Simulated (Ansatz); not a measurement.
## The equilibrium volume of TiC, sorted by core time

**What was measured.** The equilibrium volume of TiC (Fm-3m) is reported as 10.13 Å³/atom (a printed reference work). The runs below try to reproduce it.

Space group Fm-3m (No. 225). a = 4.331 Å, b = 4.331 Å, c = 4.331 Å, α = 90.00°, β = 90.00°, γ = 90.00°
| atom | site | symmetry | x | y | z |
| --- | --- | --- | --- | --- | --- |
| Ti | 4a | m-3m | 0.0000 | 0.0000 | 0.0000 |
| C | 4b | m-3m | 0.5000 | 0.0000 | 0.0000 |

```csv
rung,level,program and potentials,cutoff (eV),k mesh,smearing,task,core time,chip,equilibrium volume (Å³/atom),miss,notes
GGA + dispersion,BLYP+D3(BJ),"Ansatz, Ansatz PAW",420,11 × 11 × 11,fermi-dirac 0.05,relaxation of cell and atoms,3.5 s,Intel Xeon 6975P-C Granite Rapids,9.82,-3.1 %,"potentials made for PBE, which Ansatz adapts in part"
GGA,PBE,"Ansatz, Ansatz PAW, small cores where the set has them",420,11 × 11 × 11,fermi-dirac 0.05,equation of state,6.3 s,Arm Neoverse V2,10.17,+0.4 %,-
GGA,BLYP,"Ansatz, Ansatz PAW",420,11 × 11 × 11,fermi-dirac 0.05,relaxation of cell and atoms,6.8 s,Arm Neoverse V1,10.50,+3.7 %,"potentials made for PBE, which Ansatz adapts in part"
GGA,BPBE,"Ansatz, Ansatz PAW",420,11 × 11 × 11,fermi-dirac 0.05,equation of state,7.2 s,Arm Neoverse V2,10.17,+0.4 %,"potentials made for PBE, which Ansatz adapts in part"
GGA + dispersion,RPBE+D3(BJ),"Ansatz, Ansatz PAW",420,11 × 11 × 11,fermi-dirac 0.05,relaxation of cell and atoms,7.8 s,Arm Neoverse V1,8.88,-12.3 %,"potentials made for PBE, which Ansatz adapts in part"
GGA,PBE,"Ansatz, PseudoDojo standard",1143,11 × 11 × 11,fermi-dirac 0.05,equation of state,26 s,Arm Neoverse V1,10.17,+0.4 %,-
hybrid,HSE03,"Ansatz, Ansatz PAW",420,6 × 6 × 6,fermi-dirac 0.05,relaxation of cell and atoms,42 s,Arm Neoverse V2,10.00,-1.3 %,"coarse mesh; potentials made for PBE, which Ansatz adapts in part"
```

Times are single runs on shared hosts and different chips, so they are rough; meshes, cutoffs and the tasks' sizes weigh on the time. All rows: no spin polarisation. Smearing widths are in eV. For a metal such meshes aren't converged. Meshes differ between rows, which moves values too. Meshes are those of the run's cell of 2 atoms unless a note names another. Relaxations start from the cell shown or near it and stop with a little pressure left. Misses use the values as printed. Runs on faulty files, with rough fits or with known faults for this quantity aren't shown. No row holds spin-orbit coupling.

By rung: GGA + dispersion 8.88 to 9.82; GGA 10.17 to 10.50; hybrid on coarse meshes 10.00 (Å³/atom). Measured: 10.13 Å³/atom (a printed reference work). Closest, coarse meshes and atomic bases left aside, is PBE with Ansatz, Ansatz PAW, small cores where the set has them (+0.4 %). The runs are for a static lattice, while measurements hold temperature and zero-point motion.
